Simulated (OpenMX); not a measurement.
Write the native input for OpenMX 3.8.5 that does the following.

* Task: band structure
* Functional: PBE
* Potentials or basis: OpenMX 2013 PBE set, Cr6.0-s2p2d1, O6.0-s2p2, grid cutoff 400 Ry
* k mesh: 7 × 7 × 9
* Occupations: fermi-dirac, width 0.05 eV
* Spin: collinear spin, ferromagnetic start
* Starting moments: [3.0, 3.0, 0.0, 0.0, 0.0, 0.0] μB
* Mixing scheme: rmm-diisk
* SCF threshold: 1e-08 Ha
* Solver: band
* Max SCF cycles: 160

CrO2:

```
Cr O
1.0
     4.42100    0.00000    0.00000
     0.00000    4.42100    0.00000
     0.00000    0.00000    2.91700
Cr O
2 4
Cartesian
  2.2105 2.2105 1.4585
  0.0000 0.0000 0.0000
  3.5412 0.8798 1.4585
  3.0903 3.0903 0.0000
  0.8798 3.5412 1.4585
  1.3307 1.3307 0.0000
```

One way to write it, as run:

CrO2.dat

```
System.CurrrentDirectory             ./
System.Name                          CrO2
DATA.PATH                            ./DFT_DATA13
level.of.stdout                      1
level.of.fileout                     0
Species.Number                       2
<Definition.of.Atomic.Species
  Cr  Cr6.0-s2p2d1           Cr_PBE13
  O   O6.0-s2p2              O_PBE13
Definition.of.Atomic.Species>

Atoms.Number                         6
Atoms.SpeciesAndCoordinates.Unit     FRAC
<Atoms.SpeciesAndCoordinates
    1  Cr    0.5000000000    0.5000000000    0.5000000000   8.500  5.500
    2  Cr    0.0000000000    0.0000000000    0.0000000000   8.500  5.500
    3  O     0.8010000000    0.1990000000    0.5000000000   3.000  3.000
    4  O     0.6990000000    0.6990000000    0.0000000000   3.000  3.000
    5  O     0.1990000000    0.8010000000    0.5000000000   3.000  3.000
    6  O     0.3010000000    0.3010000000    0.0000000000   3.000  3.000
Atoms.SpeciesAndCoordinates>

Atoms.UnitVectors.Unit               Ang
<Atoms.UnitVectors
     4.4210000000    0.0000000000    0.0000000000
     0.0000000000    4.4210000000    0.0000000000
     0.0000000000    0.0000000000    2.9170000000
Atoms.UnitVectors>

scf.XcType                           GGA-PBE
scf.SpinPolarization                 on
scf.ElectronicTemperature            580.226
scf.energycutoff                     400.0
scf.maxIter                          160
scf.EigenvalueSolver                 band
scf.Kgrid                            7 7 9
scf.Mixing.Type                      rmm-diisk
scf.Init.Mixing.Weight               0.01
scf.Min.Mixing.Weight                0.001
scf.Max.Mixing.Weight                0.2
scf.Mixing.History                   40
scf.Mixing.StartPulay                15
scf.criterion                        1.0e-8
scf.stress.tensor                    on
MD.Type                              nomd
Band.dispersion                      on
Band.Nkpath                          9
<Band.kpath
    7   0.000000  0.000000  0.000000    0.000000  0.500000  0.000000  G X
    7   0.000000  0.500000  0.000000    0.500000  0.500000  0.000000  X M
   10   0.500000  0.500000  0.000000    0.000000  0.000000  0.000000  M G
   11   0.000000  0.000000  0.000000    0.000000  0.000000  0.500000  G Z
    7   0.000000  0.000000  0.500000    0.000000  0.500000  0.500000  Z R
    7   0.000000  0.500000  0.500000    0.500000  0.500000  0.500000  R A
   10   0.500000  0.500000  0.500000    0.000000  0.000000  0.500000  A Z
   11   0.000000  0.500000  0.000000    0.000000  0.500000  0.500000  X R
   11   0.500000  0.500000  0.000000    0.500000  0.500000  0.500000  M A
Band.kpath>
```

Potentials or basis: OpenMX 2013 PBE set, Cr6.0-s2p2d1, O6.0-s2p2, grid cutoff 400 Ry.

Command:

```console
$ openmx CrO2.dat -nt 1 > CrO2.std
```

It gave:

```json
{
 "Pressure": "2.7 GPa",
 "Largest force": "0.228 eV/Å",
 "Band gap along the path": "none (metal or under the smearing width)",
 "Net moment": "4.00 μB per cell",
 "Site moments": "Cr +2.25; O -0.12 μB",
 "Mulliken charges": "Cr +0.51; O -0.25 e"
}
```

Caveat: the transition metal has a single d function, too few for pressures, volumes and moments; Mulliken charges move with the basis; the basis of atomic orbitals isn't converged, which shifts pressures, moduli and gaps; semilocal functionals often make such compounds metallic where correlation or magnetic order opens a gap, which also shifts bond lengths; only a ferromagnetic start was run, and an antiferromagnetic order may lie lower in energy.

Run time: 3.2 min on 1 thread of AMD EPYC 9R45 96-Core Processor (Zen 5), with other jobs on the host, peak memory 1 GiB.
